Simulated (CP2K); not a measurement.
Runs of CP2K 2026.2 on CuO. The structure is hexagonal, space group P6_3mc (No. 186). Conventional cell: a = 3.288 Å, b = 3.288 Å, c = 5.385 Å, α = 90.00°, β = 90.00°, γ = 120.00°. Around Cu (site symmetry 3m) lie 4 O at 2.01 to 2.02 Å. O (site symmetry 3m) is surrounded by 4 Cu at 2.01 to 2.02 Å. Measurements of this composition are mostly on another form, of space group No. 15.

```tsv
level	NGRIDS	points a segment of the path (NPOINTS)	bands added on the path	MPI ranks	CUTOFF of the grids	gap on the mesh (eV)	pressure (GPa)	largest force (eV/Å)
TASK	5	8	4	2	850 Ry	none	(b)	0.11
PBE	4	6	2	-	600 Ry	none	-7.5	0.08
WC	5	8	4	2	850 Ry	none	-12.8	0.08
optB88-vdW	5	8	4	2	850 Ry	none	(a)	-
RPBE	5	8	4	2	850 Ry	none	-4.0	0.08
```

Alike in all rows: task band structure; potentials or basis POTENTIAL_UZH Cu GTH-PBE-q11, O GTH-PBE-q6; TZVP-MOLOPT-PBE-GTH basis; no spin polarisation; cell as given; k mesh 9 × 9 × 5; smearing fermi-dirac 0.05 eV.

Problem. Estimate the missing entries.

Solution. (a) -8.0; (b) -13.0.

Caveats: the basis of atomic orbitals isn't converged, which shifts pressures, moduli and gaps; the run has no spin polarisation, though such a crystal can be magnetic; semilocal functionals often make such compounds metallic where correlation or magnetic order opens a gap, which also shifts bond lengths; the potentials were made for another functional, which shifts forces and pressure (some runs); the forces don't sum to zero, a sign of grid noise (some runs).

A gap of «none» marks a metal or a gap under the smearing width.
